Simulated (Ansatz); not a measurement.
# 5-layer honeycomb SiC (AA') in a perpendicular field, part 2 of 2

What dipole does a perpendicular field induce in the 5-layer honeycomb SiC (AA'), and does the gap follow? A positive field points along +c.

Ansatz 0.2.0; plane-wave DFT, PBE-D3(BJ), Ansatz PAW.

So far. Step 2 (Relaxing the slab): The lattice constant a goes from 3.100 to 3.142 Å.

## Step 3: Atoms held, field 0, start network

A sawtooth potential applies the field, turning back in the middle of the vacuum. With the dipole correction the typed value is the field outside the slab. The induced dipole is small, so the SCF threshold is tight.

The cell differs from the one that the last finished run ended in (c 57.800 → 27.789 Å).

The input, input.yaml:

```yaml
crystal:
  lattice:
    - [3.1416992414, 0.0, 0.0]
    - [-1.5708496207, 2.7207913541, 0.0]
    - [0.0, 0.0, 27.7887766317]
  atoms:
    - { symbol: C, position: [0.6666666667, 0.3333333333, 0.3238717601] }
    - { symbol: Si, position: [0.3333333333, 0.6666666667, 0.3290485775] }
    - { symbol: C, position: [0.3333333333, 0.6666666667, 0.4077803815] }
    - { symbol: Si, position: [0.6666666667, 0.3333333333, 0.4049779343] }
    - { symbol: C, position: [0.6666666667, 0.3333333333, 0.5] }
    - { symbol: Si, position: [0.3333333333, 0.6666666667, 0.5] }
    - { symbol: C, position: [0.3333333333, 0.6666666667, 0.5922196185] }
    - { symbol: Si, position: [0.6666666667, 0.3333333333, 0.5950220657] }
    - { symbol: C, position: [0.6666666667, 0.3333333333, 0.6761282399] }
    - { symbol: Si, position: [0.3333333333, 0.6666666667, 0.6709514225] }
kpoints:
  mp_grid: { grid: [18, 18, 1] }
  band_path:
    path: [[0, 0, 0], [0.5, 0, 0], [0.33333333, 0.33333333, 0], [0, 0, 0]]
    npoints: 16
hamiltonian:
  xc: pbe
  dispersion: d3bj
scf:
  occupations: { method: fermi_dirac, width: 0.02585 }
  convergence: { dr2_threshold: 1.0e-10 }
efield:
  axis: 3
  dipole_correction: true
  ramp_position: 0.97
  ramp_width: 0.06
  amplitude: 0
output:
  dos: { projected: true, e_range: [-6, 5] }
  write_potential: true
  write_density: true
  volumetric_format: npy
  elf: true
```

The run is started by

```sh
> ansatz run input.yaml --threads 2 --pin off --max-ram 4096MiB --backend cpu --events-out ev --progress --plain --runs-dir out
```

Numbers of over 12 decimals in the logs are rounded to 6 here.

The program printed:

```text
[...]
Crystal: 10 atoms, lattice volume = 237.536 Å³
Basis set: ecut = 420 eV, 4605 PW (Γ)
Bands: 30, of which v1, the nominal top of the filled ones, is band 20 counted from 1 (19 counted from 0)
Symmetry: 6 space group operations
k-points: 37 of 324 (time reversal used)
[...]
SCF iter   1: F=—  HF=-4433.825479 eV  |F-HF|=—  |Δ(HF+E_count)|=         —  Δρ=3.14e-3  dr2=3.37e-2  ethr=1.77e-3  p=0.000 e·Å  D=4.06e-14 V/Å  ΔV_dip=-0.00 eV  dr2_dipole=6.41e-8  V_vac-E_F(+/−)=3.95/3.95 eV  ⟨swp⟩=10.7  Hψ=8274  notcnv=0  defer=9
efield: sawtooth ramp at fractional position 0.9700 (set: `efield.ramp_position`, or a place that a band, a saddle search or an elastic batch's reference lends), width 0.0600; the density the first Hamiltonian is built on has a dipole p = 0.000 e·Å; the dipole correction subtracts the counter field D = 4.06e-14 V/Å, which shifts the + side's vacuum level by -0.00 eV against the − side's; the planar-averaged density in the ramp window peaks in size at 1.2e-5 e/Å³
[...]
SCF iter   2: F=—  HF=-4433.835128 eV  |F-HF|=—  |Δ(HF+E_count)|=   9.65e-3  Δρ=2.09e-3  dr2=1.09e-1  ethr=8.42e-5  p=0.000 e·Å  D=1.56e-4 V/Å  ΔV_dip=-0.00 eV  dr2_dipole=1.51e-6  V_vac-E_F(+/−)=4.41/4.41 eV  ⟨swp⟩=4.5  Hψ=2876  notcnv=0  defer=129
[...]
SCF iter  14: F=-4433.822248 eV  HF=-4433.822248 eV  |F-HF|=1.64e-11  |Δ(HF+E_count)|=  6.37e-12  Δρ=5.74e-8  dr2=1.61e-11  ethr=1.00e-12  p=-0.000 e·Å  D=-7.03e-8 V/Å  ΔV_dip=0.00 eV  dr2_dipole=1.04e-13  V_vac-E_F(+/−)=4.16/4.16 eV  ⟨swp⟩=12.8  Hψ=3814  notcnv=0
SCF 1 converged in 14 iterations: F = -4433.822248 eV  dr2 = 1.61e-11
[...]
NSCF: frozen V_eff on 49 k-points
efield: sawtooth ramp at fractional position 0.9700 (kept from the solve that this one continues, or follows in the run), width 0.0600; the density the first Hamiltonian is built on has a dipole p = -0.000 e·Å; the dipole correction subtracts the counter field D = -7.03e-8 V/Å, which shifts the + side's vacuum level by +0.00 eV against the − side's; the planar-averaged density in the ramp window peaks in size at 1.3e-7 e/Å³
[...]
SCF converged after 14 iterations
Free energy (F): -4433.822248 eV
[...]
Internal energy: -4433.822248 eV  (E = F + TS)
E sigma→0 (E₀):  -4433.822248 eV
Fermi energy:    2.503742 eV
Dipole field:    D = 0.000000 V/Å  (p = 0.000000 e·Å, saw-weighted, corrected)
Work function:   Φ+ = 4.1601 eV   Φ− = 4.1601 eV
Levels:          The Fermi level and band energies are counted from a zero that moves with the ramp; work functions are not
[...]
--- Band table (eV; the first three rows and the last of 37) ---
  k-point 0: bands = [... 16 lower, 0.0435, 0.0435, 0.1121, 1.7371, 4.8700, 5.1969, 5.7573, 6.1371, ... 6 higher]
  k-point 1: bands = [... 16 lower, -0.0899, 0.0077, 0.2730, 1.8010, 5.0527, 5.3336, 5.8195, 6.1835, ... 6 higher]
  k-point 2: bands = [... 16 lower, -0.2138, -0.0998, 0.5032, 1.9072, 5.3144, 5.5106, 5.9580, 6.1784, ... 6 higher]
  k-point 36: bands = [... 16 lower, -1.1035, -0.5052, -0.1149, 1.1249, 4.6151, 5.3337, 6.0975, 6.1024, ... 6 higher]
```

Run time: 25 s. Hardware: 2 threads of Arm Neoverse V2, shared host; peak memory 0.58 GiB; 49 s of CPU time.

Numbers from this step:

```
gap on the k-mesh                  : 1.039 eV
dipole along the normal            : 4.31e-7 e·Å
gap along the path                 : 1.030 eV
smallest direct gap along the path : 2.571 eV
ionisation energy, upper face      : 4.697 eV
electron affinity, upper face      : 3.667 eV
gap, the smaller of path and mesh  : 1.030 eV
```

Running mean over a fixed 2.7 Å (it still follows the layers) of the planar mean; the ramp of the sawtooth is left out. The electron's electrostatic potential energy less the Fermi level by z:

```csv
z (Å),electron's electrostatic potential energy less the Fermi level (eV)
4,4.16
5,4.16
6,4.10
7,3.18
8,-4.05
9,-7.81
10,-12.3
11,-9.32
12,-8.41
13,-8.54
14,-7.79
15,-8.87
16,-8.26
17,-10.3
18,-11.2
19,-7.36
20,-2.27
21,3.63
22,4.13
23,4.16
24,4.16
```

The density of states has structure finer than the step of the table below, so its rows give means over 0.2 eV, whole bins alone (the curve runs from -6 to 2.49 eV). Peaks (eV: height): -5.81: 6.36, -5.53: 6.44, -5.23: 6.16, -4.81: 5.06, -4.35: 5.08, -4.10: 6.35, -2.25: 4.99.

The density of states by energy, zero at the Fermi level of the run, which the smearing sets inside the gap; means over each step:

energy (eV), density of states (states/eV a cell) and a bar:
```
     -5.8       4.64 ##########################
     -5.6       5.31 ##############################
     -5.4       4.78 ###########################
     -5.2       4.81 ###########################
     -5.0       3.81 ######################
     -4.8       4.45 #########################
     -4.6       4.34 #########################
     -4.4       4.61 ##########################
     -4.2       4.51 #########################
     -4.0       4.68 ##########################
     -3.8       4.39 #########################
     -3.6       4.29 ########################
     -3.4       3.04 #################
     -3.2       3.08 #################
     -3.0       3.29 ###################
     -2.8       2.96 #################
     -2.6       2.78 ################
     -2.4       1.61 #########
     -2.2       2.91 ################
     -2.0       3.38 ###################
     -1.8       3.04 #################
     -1.6       4.08 #######################
     -1.4       2.52 ##############
     -1.2       0.53 ###
     -1.0       0.57 ###
     -0.8       0.80 #####
     -0.6       1.74 ##########
     -0.4       0.00 
     -0.2       0.00 
      0.0       0.00 
      0.2       0.00 
      0.4       0.00 
      0.6       0.29 ##
      0.8       0.45 ###
      1.0       0.82 #####
      1.2       1.11 ######
      1.4       1.05 ######
      1.6       1.21 #######
      1.8       1.82 ##########
      2.0       2.07 ############
      2.2       3.85 ######################
```

Projected DOS per atom over height of the atomic layer and energy from the Fermi level. Layers: SiC SiC SiC SiC SiC from below.

Ten even steps from '0' (0.000 states/eV) to '9' (0.554 states/eV), each cell a mean:
```
64946
22322
12121
11011
00000
00000
00000
01110
11211
11111
76467
54645
43434
63536
63736
74847
97779
87978
77977
77677
89898
68686
```
Columns: height of the atomic layer (Å) from 9.07 to 18.7 (not evenly spaced); rows upwards: energy from the Fermi level (eV) from -5.96 to 2.41.

Electronic bands along the path, in eV, zero at the Fermi level of the run, which the smearing sets inside the gap:

```
  point  band 17  band 18  band 19  band 20  band 21  band 22  band 23  band 24
      Γ    -2.46    -2.46    -2.39    -0.77     2.37     2.69     3.25     3.63
halfway    -3.24    -3.08    -1.60    -0.79     1.84     1.99     2.94     3.19
      M    -3.64    -2.98    -2.34    -2.16     0.49     0.95     1.63     2.09
halfway    -3.71    -3.03    -2.21    -1.73     2.12     2.14     2.68     3.10
      K    -3.61    -3.01    -2.62    -1.38     2.11     2.83     3.59     3.60
halfway    -3.83    -3.10    -1.38    -0.91     2.86     3.11     3.28     3.30
      Γ    -2.46    -2.46    -2.39    -0.77     2.37     2.69     3.25     3.63
```

Valence density in the ca plane at fractional y = 0.333, with atoms of C and Si within 0.2 Å of it. It is the smooth field of the valence electrons, not physical close to the nuclei.

Ten even steps from '0' (0.0 e/Å³) to '9' (1.8 e/Å³), each cell a mean:
```
00000000000000000000245321122210013542101222
00000000000000000001379632111111126984111111
00000000000000000001499842100011137995211100
00000000000000000001378632111111126874111111
00000000000000000000234321122210013442101222
00000000000000000000112111122210011221001222
00000000000000000000011110122210001111001122
00000000000000000000122211122210011221001222
```
Columns run along c (16.0 Å, from fractional 0.04 to 0.61 of the cell), rows up along a (3.1 Å). Atoms in or near the plane, at fractional coordinates: C at (0.32, 0.67), Si at (0.40, 0.67), C at (0.50, 0.67), Si at (0.60, 0.67).

Electrostatic potential energy in the ca plane at fractional y = 0.333, with atoms of C and Si within 0.2 Å of it. With pseudopotentials it is smooth inside the atoms' cores, unlike the true potential.

Values in eV, 5 rows by 16 columns, each cell a mean:
```
  7   7   7   7   7   7   7  -4 -11  -7 -28   0  -8  -8   0 -28
  7   7   7   7   7   7   7 -22 -36 -19 -54  -5 -29 -29  -5 -54
  7   7   7   7   7   7   7  -5 -12  -8 -29   0  -9  -9   0 -29
  7   7   7   7   7   7   6   0  -5   1  -2   3  -3  -3   3  -2
  7   7   7   7   7   7   6   0  -5   1  -1   3  -3  -3   3  -1
```
Columns run along c (16.0 Å, from fractional 0.04 to 0.61 of the cell; values clipped at the 3rd and 97th percentile), rows up along a (3.1 Å). Atoms in or near the plane, at fractional coordinates: C at (0.32, 0.67), Si at (0.40, 0.67), C at (0.50, 0.67), Si at (0.60, 0.67).

ELF in the ca plane at fractional y = 0.333, with atoms of C and Si within 0.2 Å of it. It is the smooth field of the valence electrons, not physical close to the nuclei.

Values, 5 rows by 16 columns, each cell a mean:
```
0.00 0.00 0.00 0.00 0.00 0.04 0.33 0.75 0.71 0.41 0.53 0.32 0.71 0.71 0.32 0.53
0.00 0.00 0.00 0.00 0.00 0.06 0.44 0.62 0.48 0.51 0.22 0.37 0.54 0.54 0.37 0.22
0.00 0.00 0.00 0.00 0.00 0.04 0.33 0.75 0.71 0.42 0.52 0.33 0.71 0.71 0.33 0.52
0.00 0.00 0.00 0.00 0.00 0.01 0.12 0.49 0.48 0.34 0.70 0.27 0.47 0.47 0.27 0.70
0.00 0.00 0.00 0.00 0.00 0.01 0.11 0.48 0.47 0.33 0.70 0.27 0.46 0.46 0.27 0.70
```
Columns run along c (16.0 Å, from fractional 0.04 to 0.61 of the cell), rows up along a (3.1 Å). Atoms in or near the plane, at fractional coordinates: C at (0.32, 0.67), Si at (0.40, 0.67), C at (0.50, 0.67), Si at (0.60, 0.67).

The gap is 1.03 eV, with the valence edge 4.70 eV and the conduction edge 3.67 eV under the upper vacuum level.

## Step 4: Atoms held, field 0.1 V/Å

Edit input.yaml of step 3 so:

```diff
@@ -30,7 +30,6 @@
   dipole_correction: true
-  ramp_position: 0.97
-  ramp_width: 0.06
-  amplitude: 0
+  ramp_position: 0.952
+  ramp_width: 0.096
+  amplitude: 0.1
 output:
-  dos: { projected: true, e_range: [-6, 5] }
   write_potential: true
@@ -38,2 +37 @@
   volumetric_format: npy
-  elf: true
```

The program printed:

```text
[...]
Crystal: 10 atoms, lattice volume = 237.536 Å³
Basis set: ecut = 420 eV, 4605 PW (Γ)
Bands: 30, of which v1, the nominal top of the filled ones, is band 20 counted from 1 (19 counted from 0)
Symmetry: 6 space group operations
k-points: 37 of 324 (time reversal used)
[...]
k-point 0: bands = [... 16 lower, 0.0517, 0.0517, 0.1114, 1.7369, 4.8654, 5.1891, 5.6910, 6.1681, ... 6 higher]
  k-point 1: bands = [... 16 lower, -0.0979, 0.0153, 0.2722, 1.8009, 5.0464, 5.3237, 5.7579, 6.2174, ... 6 higher]
  k-point 2: bands = [... 16 lower, -0.2206, -0.0934, 0.5023, 1.9071, 5.3042, 5.5050, 5.8871, 6.2315, ... 6 higher]
  k-point 36: bands = [... 16 lower, -1.1047, -0.5052, -0.1152, 1.1249, 4.6141, 5.3325, 6.0961, 6.1017, ... 6 higher]
[key lines of the parts left out:]
SCF converged after 19 iterations
Free energy (F): -4433.824989 eV
Fermi energy:    2.502777 eV
Dipole field:    D = 0.041767 V/Å  (p = 0.054828 e·Å, saw-weighted, corrected)
```

It took 29 s on 2 threads; peak memory 0.57 GiB.

The dipole is 0.0548 e·Å, and the gap 1.029 eV.

## Step 5: Atoms held, field -0.1 V/Å

Edit input.yaml of step 4 so:

```diff
@@ -32,3 +32,3 @@
   ramp_width: 0.096
-  amplitude: 0.1
+  amplitude: -0.1
 output:
```

The program printed:

```text
[...]
Crystal: 10 atoms, lattice volume = 237.536 Å³
Basis set: ecut = 420 eV, 4605 PW (Γ)
Bands: 30, of which v1, the nominal top of the filled ones, is band 20 counted from 1 (19 counted from 0)
Symmetry: 6 space group operations
k-points: 37 of 324 (time reversal used)
[...]
k-point 0: bands = [... 16 lower, 0.0517, 0.0517, 0.1114, 1.7369, 4.8654, 5.1891, 5.6910, 6.1681, ... 6 higher]
  k-point 1: bands = [... 16 lower, -0.0979, 0.0153, 0.2722, 1.8009, 5.0464, 5.3237, 5.7579, 6.2174, ... 6 higher]
  k-point 2: bands = [... 16 lower, -0.2206, -0.0933, 0.5023, 1.9071, 5.3042, 5.5050, 5.8871, 6.2315, ... 6 higher]
  k-point 36: bands = [... 16 lower, -1.1047, -0.5052, -0.1152, 1.1249, 4.6141, 5.3325, 6.0961, 6.1017, ... 6 higher]
[key lines of the parts left out:]
SCF converged after 18 iterations
Free energy (F): -4433.824989 eV
Fermi energy:    2.502778 eV
Dipole field:    D = -0.041769 V/Å  (p = -0.054830 e·Å, saw-weighted, corrected)
```

Wall time 30 s (2 threads); peak memory 0.57 GiB.

The dipole is -0.0548 e·Å, and the gap 1.029 eV.

## Step 6: Atoms held, field 0.2 V/Å

Edit input.yaml of step 5 so:

```diff
@@ -32,3 +32,3 @@
   ramp_width: 0.096
-  amplitude: -0.1
+  amplitude: 0.2
 output:
```

The program printed:

```text
[...]
Crystal: 10 atoms, lattice volume = 237.536 Å³
Basis set: ecut = 420 eV, 4605 PW (Γ)
Bands: 30, of which v1, the nominal top of the filled ones, is band 20 counted from 1 (19 counted from 0)
Symmetry: 6 space group operations
k-points: 37 of 324 (time reversal used)
[...]
k-point 0: bands = [... 16 lower, 0.0705, 0.0705, 0.1092, 1.7364, 4.8494, 5.1572, 5.5391, 6.1735, ... 6 higher]
  k-point 1: bands = [... 16 lower, -0.1169, 0.0332, 0.2700, 1.8004, 5.0233, 5.2836, 5.6238, 6.2347, ... 6 higher]
  k-point 2: bands = [... 16 lower, -0.2379, -0.0774, 0.4998, 1.9068, 5.2668, 5.4800, 5.7566, 6.3087, ... 6 higher]
  k-point 36: bands = [... 16 lower, -1.1085, -0.5053, -0.1162, 1.1248, 4.6109, 5.3290, 6.0919, 6.0994, ... 6 higher]
[key lines of the parts left out:]
SCF converged after 19 iterations
Free energy (F): -4433.833215 eV
Fermi energy:    2.499902 eV
Dipole field:    D = 0.083560 V/Å  (p = 0.109690 e·Å, saw-weighted, corrected)
```

Elapsed: 29 s, on 2 threads; peak memory 0.58 GiB.

The dipole is 0.110 e·Å, and the gap 1.023 eV.

## Step 7: Atoms held, field 0.3 V/Å

Edit input.yaml of step 6 so:

```diff
@@ -30,5 +30,5 @@
   dipole_correction: true
-  ramp_position: 0.952
-  ramp_width: 0.096
-  amplitude: 0.2
+  ramp_position: 0.9494
+  ramp_width: 0.1012
+  amplitude: 0.3
 output:
```

The program printed:

```text
[...]
Crystal: 10 atoms, lattice volume = 237.536 Å³
Basis set: ecut = 420 eV, 4605 PW (Γ)
Bands: 30, of which v1, the nominal top of the filled ones, is band 20 counted from 1 (19 counted from 0)
Symmetry: 6 space group operations
k-points: 37 of 324 (time reversal used)
[...]
k-point 0: bands = [... 16 lower, 0.0934, 0.0934, 0.1055, 1.7354, 4.8095, 5.0650, 5.3799, 5.9993, ... 6 higher]
  k-point 1: bands = [... 16 lower, -0.1070, 0.0554, 0.2663, 1.7997, 4.9575, 5.1863, 5.4974, 6.0609, ... 6 higher]
  k-point 2: bands = [... 16 lower, -0.2607, -0.0569, 0.4956, 1.9063, 5.1673, 5.4147, 5.6498, 6.1900, ... 6 higher]
  k-point 36: bands = [... 16 lower, -1.1147, -0.5056, -0.1178, 1.1247, 4.6056, 5.3230, 6.0849, 6.0955, ... 6 higher]
[key lines of the parts left out:]
SCF converged after 15 iterations
Free energy (F): -4433.846928 eV
Fermi energy:    2.495140 eV
Dipole field:    D = 0.125378 V/Å  (p = 0.164584 e·Å, saw-weighted, corrected)
```

Elapsed: 28 s, on 2 threads; peak memory 0.58 GiB; 55 s of CPU time.

The dipole is 0.165 e·Å, and the gap 1.013 eV.

## Step 8: Response, atoms held

This step: plane-wave DFT, PBE-D3(BJ), Ansatz PAW; response to a field along the normal, atoms held (Ansatz 0.2.0).

The dipoles give the slope, and the difference of two potentials shows where the field is screened.

This step gave:

```yaml
equivalent_conductor_thickness_p_eps_0ae: 11.61 Å
distance_between_the_outer_atoms: 9.789 Å
```

Dipole of the cell against applied field:

| applied field (V/Å) | dipole of the cell (e·Å) |
| --- | --- |
| -0.100 | -0.0548 |
| 0.000 | 4.3e-7 |
| 0.100 | 0.0548 |
| 0.200 | 0.110 |
| 0.300 | 0.165 |

Local field over the applied field, running mean. From the potentials at -0.1 and 0.1 V/Å; running mean over 2.8 Å. Local field over applied field against z:

```csv
z (Å),local field over applied field
4.5,0.997
5.0,0.991
5.5,0.977
6.0,0.943
6.5,0.871
7.0,0.742
7.5,0.580
8.0,0.422
8.5,0.276
9.0,0.158
9.5,0.0874
10.0,0.0683
10.5,0.0668
11.0,0.0731
11.5,0.0833
12.0,0.0831
12.5,0.0803
13.0,0.0794
13.5,0.0812
14.0,0.0823
14.5,0.0801
15.0,0.0797
15.5,0.0809
16.0,0.0845
16.5,0.0799
17.0,0.0690
17.5,0.0674
18.0,0.0716
18.5,0.110
19.0,0.203
19.5,0.335
20.0,0.488
20.5,0.649
21.0,0.803
21.5,0.907
22.0,0.961
22.5,0.984
23.0,0.994
23.5,0.998
```

The induced electron density oscillates, so the rows of the table below give means over windows of 1 Å about each position, cut where the curve ends. Its maxima inside the range that stand out by 2 % of the span (Å: e/Å³ per V/Å): 8.0: 0.00384, 9.3: 2.0e-4, 10.7: 2.5e-4, 13.0: 8.5e-4, 14.0: 2.4e-4, 15.8: 8.3e-4, 17.9: 1.6e-4, 19.0: 3.7e-4. Its minima: 8.8: -3.7e-4, 9.8: -1.6e-4, 12.0: -8.3e-4, 13.7: -2.4e-4, 14.8: -8.5e-4, 17.1: -2.5e-4, 18.5: -2.0e-4, 19.8: -0.00384.

Electrons, planar mean, per unit field. The induced electron density by z; means over each step:

z (Å), induced electron density (e/Å³ per V/Å) and a bar from the least value:
```
        5    0.00004 ###############
        6    0.00027 ################
        7    0.00147 ######################
        8    0.00324 ##############################
        9    0.00014 ################
       10   -0.00007 ###############
       11    0.00014 ################
       12   -0.00046 #############
       13    0.00050 #################
       14   -0.00007 ###############
       15   -0.00036 #############
       16    0.00037 #################
       17   -0.00013 ##############
       18    0.00006 ###############
       19   -0.00063 ############
       20   -0.00324 
       21   -0.00106 ##########
       22   -0.00019 ##############
       23   -0.00003 ###############
```

The smaller of the gaps on the path and on the k-mesh, counted as 0 under 0.03 eV. Table of gap by applied field:

```csv
applied field (V/Å),gap (eV)
-0.100,1.03
0.000,1.03
0.100,1.03
0.200,1.02
0.300,1.01
```

By hand: between -0.1 and 0.1 V/Å the dipole changes by 0.1097 e·Å, a slope of 0.5483 e·Å²/V. A perfect conductor of thickness t has p = ε₀AEt, so t = 180.95 × 0.5483 / 8.548 = 11.61 Å (e/ε₀ = 180.95 V·Å, A in Å²).

The induced dipole is that of a conductor 11.61 Å thick.

## Step 9: Summary of results

```yaml
gap_without_field: 1.03 eV
ionisation_energy_upper_face: 4.70 eV
electron_affinity_upper_face: 3.67 eV
equivalent_conductor_thickness_atoms_held: 11.6 Å
```

In words: The induced dipole equals that of a perfect conductor 11.61 Å thick, while the outer atoms lie 9.79 Å apart; an out-of-plane ε follows only once a thickness t is chosen, by 1 − 1/ε = 11.61 Å / t. The gap goes from 1.03 eV to 1.01 eV at 0.3 V/Å. Semilocal functionals give gaps that are too small, and excitons are not included. Atoms moved by up to 1.9 Å in the relaxation, so the end structure is to be read from its coordinates and not from the name. After relaxation neighbouring layers come as close as 2.1 Å along the normal, so they are bonded in part and no longer a van der Waals stack.

[Logs are printed without paths, hosts, clocks, repeated set-up lines and the standing remarks that a program may print on its own settings, such as how far it seeks lower states.]

[Hosts, paths, dates, database ids (printed as entryN), source tags and the programs' standing remarks are cut or masked in the printed files.]

[Maps of the electrostatic potential energy from Ansatz leave out the sawtooth potential of an applied field or a dipole correction, so their vacuum need not be flat; planar profiles and work functions include it.]
